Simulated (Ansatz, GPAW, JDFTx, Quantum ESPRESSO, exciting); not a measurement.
**MgO: programs and potentials compared**

```xyz
2
Lattice="0.0000 2.0970 2.0970 2.0970 0.0000 2.0970 2.0970 2.0970 0.0000" Properties=species:S:1:pos:R:3 pbc="T T T"
Mg    0.0000    0.0000    0.0000
O     2.0970    2.0970    2.0970
```

The cell is a database's computed one, not the measured one.

Alike in all runs: task band structure; functional PBE; k mesh 11 × 11 × 11; occupations fermi-dirac, width 0.05 eV; no spin polarisation; no spin-orbit coupling. Pressure is positive in compression and, in plane waves, holds the error of the finite cutoff, which Ansatz's Pulay term estimates and takes out. Gaps are the smaller of the mesh's and the band path's.

```csv
program and potentials,plane-wave cutoff (eV),notes,band gap (eV),pressure (GPa)
"Ansatz, Ansatz PAW",420,-,?,?
"GPAW, GPAW PAW data sets (gpaw-data 1.2.1)",800,-,4.89,6.97
"Quantum ESPRESSO, PseudoDojo 0.4.1 SR PBE standard",1143,-,4.89,6.75
"Ansatz, all-electron LAPW, scalar-relativistic",-,-,4.86,6.97
"exciting, all-electron LAPW+lo, shipped species files, valence relativity iora*",-,-,4.87,-
"JDFTx, PseudoDojo-SR-PBE-0.5-standard",1143,-,4.89,-
```

Q: Estimate from the other rows what the run with Ansatz, Ansatz PAW gave.

A: Band gap 4.87 eV; pressure 6.91 GPa. Its pressure holds a Pulay term of +0.60 GPa. The other rows, which needn't bracket it: band gap 4.86 to 4.89; pressure 6.75 to 6.97.
